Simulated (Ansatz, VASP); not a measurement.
## CuI (Marshite) in two plane-wave programs

Aim: how closely do two programs agree when they are given the same cell, functional and k mesh?

Program: Ansatz 0.2.0. Level of theory: plane waves, with VASP 6.6.1 beside it; band structure at PBE, spin-orbit coupling. Results are calculated unless marked as measured.

The database entry behind the starting cell differs from later determinations by our own check (about 0.15 % long (mineral sample)), so it need not match the best structure at ambient conditions.

## (1) Set-up

Symmetry: F-43m, No. 216, cubic system. Conventional cell: a = 6.063 Å, b = 6.063 Å, c = 6.063 Å, α = 90.00°, β = 90.00°, γ = 90.00°. Nearest to Cu lie 4 I at 2.63 Å. I has 4 Cu at 2.63 Å nearest. Farther neighbours and most contacts between anions are not listed.

## (2) VASP: band structure, PBE, spin-orbit coupling

Levels along a path test the potential and the projectors away from the mesh points.

Lines of VASP's logs that name or quote its potential files are left out, and so is its time.

INCAR reads:

```
SYSTEM = CuI
PREC = Accurate
ENCUT = 440
EDIFF = 1E-08
NELM = 100
ISMEAR = 0
SIGMA = 0.01
LREAL = .FALSE.
ALGO = Normal
GGA = PE
LNONCOLLINEAR = .TRUE.
MAGMOM = 0 0 0 0 0 0
NBANDS = 30
GGA_COMPAT = .FALSE.
LASPH = .TRUE.
LSORBIT = .TRUE.
LMAXMIX = 4
LORBIT = 11
LWAVE = .TRUE.
LCHARG = .FALSE.
KPAR = 8
```

POSCAR reads:

```
CuI
1.0
    0.0000000000      3.0315000000      3.0315000000
    3.0315000000      0.0000000000      3.0315000000
    3.0315000000      3.0315000000      0.0000000000
Cu I
1 1
Direct
    0.2500000000      0.2500000000      0.2500000000
    0.0000000000      0.0000000000      0.0000000000
```

KPOINTS reads:

```
Automatic mesh
0
Gamma
4 4 4
0 0 0
```

KPOINTS_OPT reads:

```
Line mode
12
Line-mode
Reciprocal
  0.00000000   0.00000000   0.00000000 GAMMA
  0.50000000   0.00000000   0.50000000 X

  0.50000000   0.00000000   0.50000000 X
  0.50000000   0.25000000   0.75000000 W

  0.50000000   0.25000000   0.75000000 W
  0.37500000   0.37500000   0.75000000 K

  0.37500000   0.37500000   0.75000000 K
  0.00000000   0.00000000   0.00000000 GAMMA

  0.00000000   0.00000000   0.00000000 GAMMA
  0.50000000   0.50000000   0.50000000 L

  0.50000000   0.50000000   0.50000000 L
  0.62500000   0.25000000   0.62500000 U

  0.62500000   0.25000000   0.62500000 U
  0.50000000   0.25000000   0.75000000 W

  0.50000000   0.25000000   0.75000000 W
  0.50000000   0.50000000   0.50000000 L

  0.50000000   0.50000000   0.50000000 L
  0.37500000   0.37500000   0.75000000 K

  0.62500000   0.25000000   0.62500000 U
  0.50000000   0.00000000   0.50000000 X
```

PAW data sets: Cu_GW and I_GW (PBE family, release 64).

Command:

```bash
mpirun -np 8 vasp_ncl
```

Numbers of over 12 decimals in the logs are rounded to 6 here.

Log:

```text
[banner, memory and clock lines left out]
running    8 mpi-ranks, on    1 nodes
 distrk:  each k-point on    1 cores,    8 groups
 distr:  one band on    1 cores,    1 groups

 POSCAR found type information on POSCAR CuI
 POSCAR found :  2 types and       2 ions
|                                                                             |
|           W    W    AA    RRRRR   N    N  II  N    N   GGGG   !!!           |
|           W    W   A  A   R    R  NN   N  II  NN   N  G    G  !!!           |
|           W    W  A    A  R    R  N N  N  II  N N  N  G       !!!           |
|           W WW W  AAAAAA  RRRRR   N  N N  II  N  N N  G  GGG   !            |
|           WW  WW  A    A  R   R   N   NN  II  N   NN  G    G                |
|           W    W  A    A  R    R  N    N  II  N    N   GGGG   !!!           |
|                                                                             |
|     For optimal performance we recommend to set                             |
|       NCORE = 2 up to number-of-cores-per-socket                            |
|     NCORE specifies how many cores store one orbital (NPAR=cpu/NCORE).      |
|     This setting can greatly improve the performance of VASP for DFT.       |
|     The default, NCORE=1 might be grossly inefficient on modern             |
|     multi-core architectures or massively parallel machines. Do your        |
|     Unfortunately you need to use the default for GW and RPA                |
|     calculations (for HF NCORE is supported but not extensively tested      |
|     yet).                                                                   |
|                                                                             |

 LDA part: xc-table for (Slater+PW92), standard interpolation
 POSCAR, INCAR and KPOINTS ok, starting setup
 FFT: planning ... GRIDC
 FFT: planning ... GRID_SOFT
 FFT: planning ... GRID
 WAVECAR not read
 entering main loop
       N       E                     dE             d eps       ncg     rms          rms(c)
DAV:   1     0.121837066781E+03    0.12184E+03   -0.71460E+03   600   0.959E+02
DAV:   2     0.199486902545E+01   -0.11984E+03   -0.10543E+03   698   0.280E+02
DAV:   3    -0.547431645834E+01   -0.74692E+01   -0.73090E+01   760   0.722E+01
DAV:   4    -0.590391884046E+01   -0.42960E+00   -0.42872E+00   976   0.178E+01
DAV:   5    -0.591075961492E+01   -0.68408E-02   -0.68399E-02   770   0.216E+00    0.398E+00
DAV:   6    -0.584414772669E+01    0.66612E-01   -0.26099E+00   778   0.320E+01    0.605E+00
DAV:   7    -0.570726151693E+01    0.13689E+00   -0.56831E-01   778   0.184E+01    0.194E+00
DAV:   8    -0.570684604874E+01    0.41547E-03   -0.75702E-02   906   0.439E+00    0.542E-01
DAV:   9    -0.570439215064E+01    0.24539E-02   -0.10856E-02   940   0.210E+00    0.163E-01
DAV:  10    -0.570453980648E+01   -0.14766E-03   -0.12861E-03   936   0.466E-01    0.480E-02
DAV:  11    -0.570461254517E+01   -0.72739E-04   -0.31603E-04   758   0.297E-01    0.144E-02
DAV:  12    -0.570461446204E+01   -0.19169E-05   -0.24239E-05   784   0.105E-01    0.427E-03
DAV:  13    -0.570461608104E+01   -0.16190E-05   -0.28669E-06   786   0.133E-02    0.299E-03
DAV:  14    -0.570461639771E+01   -0.31667E-06   -0.55624E-07   768   0.619E-03    0.968E-04
DAV:  15    -0.570461645478E+01   -0.57070E-07   -0.34321E-08   856   0.168E-03    0.317E-04
DAV:  16    -0.570461650698E+01   -0.52199E-07   -0.35684E-09   562   0.989E-04    0.736E-05
DAV:  17    -0.570461650591E+01    0.10748E-08   -0.23869E-09   512   0.469E-04
   1 F= -.57046165E+01 E0= -.57046165E+01  d E =-.779175E-48  mag=     0.0000    -0.0000     0.0000
 Start KPOINTS_OPT (optional k-point list driver)
k-point batch [1-10\120]
       N       E                     dE             ncg
DAV:   1     0.141290290305E+04   -0.52036E+03      600
DAV:   2     0.172500993738E+03   -0.12404E+04      692
DAV:   3     0.891457847263E+02   -0.83355E+02      744
DAV:   4     0.840141702490E+02   -0.51316E+01     1008
DAV:   5     0.839547513911E+02   -0.59419E-01      764
DAV:   6     0.839525126236E+02   -0.22388E-02      944
DAV:   7     0.839524582506E+02   -0.54373E-04      812
DAV:   8     0.839524560731E+02   -0.21774E-05      908
DAV:   9     0.839524560069E+02   -0.66242E-07      772
DAV:  10     0.839524560035E+02   -0.34312E-08      580
[...]
k-point batch [111-120\120]
       N       E                     dE             ncg
DAV:   1     0.125312507804E+04   -0.41244E+04      600
DAV:   2     0.824049229219E+02   -0.11707E+04      698
DAV:   3     0.204041271583E+02   -0.62001E+02      808
DAV:   4     0.170349392912E+02   -0.33692E+01      990
DAV:   5     0.169867347783E+02   -0.48205E-01      760
DAV:   6     0.169848888735E+02   -0.18459E-02      964
DAV:   7     0.169848203461E+02   -0.68527E-04      786
DAV:   8     0.169848182170E+02   -0.21291E-05      958
DAV:   9     0.169848181652E+02   -0.51731E-07      750
DAV:  10     0.169848181629E+02   -0.23894E-08      670
 writing wavefunctions
```

Parts of OUTCAR (step 2):

```text
ion  position               nearest neighbor table
   1  0.250  0.250  0.250-   2 2.63   2 2.63   2 2.63   2 2.63
   2  0.000  0.000  0.000-   1 2.63   1 2.63   1 2.63   1 2.63

  LATTYP: Found a face centered cubic cell.
 ALAT       =     6.0630000000

 Subroutine GETGRP returns: Found 24 space group operations
 (whereof 24 operations were pure point group operations)

The static configuration has the point symmetry T_d .

 Found     10 irreducible k-points:

   k-points           NKPTS =     10   k-points in BZ     NKDIM =     10   number of bands    NBANDS=     30

   dimension x,y,z NGX =    30 NGY =   30 NGZ =   30
   dimension x,y,z NGXF=    60 NGYF=   60 NGZF=   60

   ENCUT  =  440.0 eV  32.34 Ry    5.69 a.u.   7.33  7.33  7.33*2*pi/ulx,y,z

   NELECT =      18.0000    total number of electrons

 k-points in reciprocal lattice and weights: Automatic mesh
   0.00000000  0.00000000  0.00000000       0.016
   0.25000000  0.00000000  0.00000000       0.062
  -0.25000000  0.00000000  0.00000000       0.062
   0.50000000  0.00000000  0.00000000       0.062
   0.25000000  0.25000000  0.00000000       0.094
   0.50000000  0.25000000  0.00000000       0.188
   0.50000000 -0.25000000  0.00000000       0.188
  -0.25000000  0.25000000  0.00000000       0.188
   0.50000000  0.50000000  0.00000000       0.047
  -0.25000000  0.50000000  0.25000000       0.094

 average (electrostatic) potential at core
       1 -54.6220       2 -92.7332

 E-fermi :   4.2375

 k-point     1 :       0.0000    0.0000    0.0000
  band No.  band energies     occupation
    ...
     14       3.7140      1.00000
     15       4.1365      1.00000
     16       4.1365      1.00000
     17       4.1365      1.00000
     18       4.1365      1.00000
     19       5.0876      0.00000
     20       5.0876      0.00000
     21       8.7997      0.00000
     22       8.7997      0.00000
     23       8.8820      0.00000
    ...

 k-point     2 :       0.2500    0.0000    0.0000
  band No.  band energies     occupation
    ...
     14       2.7226      1.00000
     15       3.5146      1.00000
     16       3.5146      1.00000
     17       3.6866      1.00000
     18       3.7520      1.00000
     19       6.2287      0.00000
     20       6.2287      0.00000
     21       9.3488      0.00000
     22       9.3488      0.00000
     23       9.4345      0.00000
    ...

 k-point     3 :      -0.2500    0.0000    0.0000
  band No.  band energies     occupation
    ...
     14       2.7226      1.00000
     15       3.5146      1.00000
     16       3.5146      1.00000
     17       3.6866      1.00000
     18       3.7520      1.00000
     19       6.2287      0.00000
     20       6.2287      0.00000
     21       9.3488      0.00000
     22       9.3488      0.00000
     23       9.4345      0.00000
    ...

  Total        0.1230946      0.1230946      0.1230946      0.0000000      0.0000000      0.0000000
  in kB        3.5395406      3.5395406      3.5395406      0.0000000      0.0000000      0.0000000
  external PRESSURE =       3.5395406 kB  Pullay stress =       0.0000000 kB

  energy-cutoff  :      440.00
  volume of cell :       55.72
      direct lattice vectors                 reciprocal lattice vectors
     0.000000000  3.031500000  3.031500000    -0.164934851  0.164934851  0.164934851
     3.031500000  0.000000000  3.031500000     0.164934851 -0.164934851  0.164934851
     3.031500000  3.031500000  0.000000000     0.164934851  0.164934851 -0.164934851

 POSITION                                       TOTAL-FORCE (eV/Angst)
 -----------------------------------------------------------------------------------
      1.51575      1.51575      1.51575         0.000000      0.000000      0.000000
      0.00000      0.00000      0.00000        -0.000000     -0.000000     -0.000000
 -----------------------------------------------------------------------------------
    total drift:                                0.000000      0.000000      0.000000

  FREE ENERGIE OF THE ION-ELECTRON SYSTEM (eV)
  ---------------------------------------------------
  free  energy   TOTEN  =        -5.7046165059 eV

  energy  without entropy=       -5.7046165059  energy(sigma->0) =       -5.70461651

 Spin-Orbit-Coupling matrix elements
 Ion:    1  E_soc:     -0.0112818
 Ion:    2  E_soc:     -0.3157466

 total charge
# of ion       s       p       d       f       tot
--------------------------------------------------
    1        0.321   0.259   9.276   0.004   9.859
    2        1.591   3.104   0.068   0.000   4.763
--------------------------------------------------
tot          1.911   3.363   9.345   0.004  14.622

 magnetization (x)
# of ion       s       p       d       f       tot
--------------------------------------------------
    1        0.000   0.000  -0.000   0.000   0.000
    2        0.000   0.000  -0.000   0.000   0.000
--------------------------------------------------
tot          0.000   0.000  -0.000   0.000   0.000

 magnetization (y)
# of ion       s       p       d       f       tot
--------------------------------------------------
    1       -0.000   0.000  -0.000   0.000  -0.000
    2        0.000  -0.000   0.000   0.000  -0.000
--------------------------------------------------
tot         -0.000  -0.000  -0.000   0.000  -0.000

 magnetization (z)
# of ion       s       p       d       f       tot
--------------------------------------------------
    1        0.000   0.000  -0.000  -0.000   0.000
    2       -0.000  -0.000   0.000   0.000  -0.000
--------------------------------------------------
tot          0.000   0.000  -0.000  -0.000   0.000

[... 3 further parts left out ...]
```

The run ends at a pressure of 0.35 GPa.

(Part 1 of 2 ends here.)

[Lines on the potential files, build, host, timing and source positions are cut from VASP's logs without a mark.]

[Logs are printed without paths, hosts, clocks, repeated set-up lines and the standing remarks that a program may print on its own settings, such as how far it seeks lower states.]

[Hosts, paths, dates, database ids (printed as entryN), source tags and the programs' standing remarks are cut or masked in the printed files.]
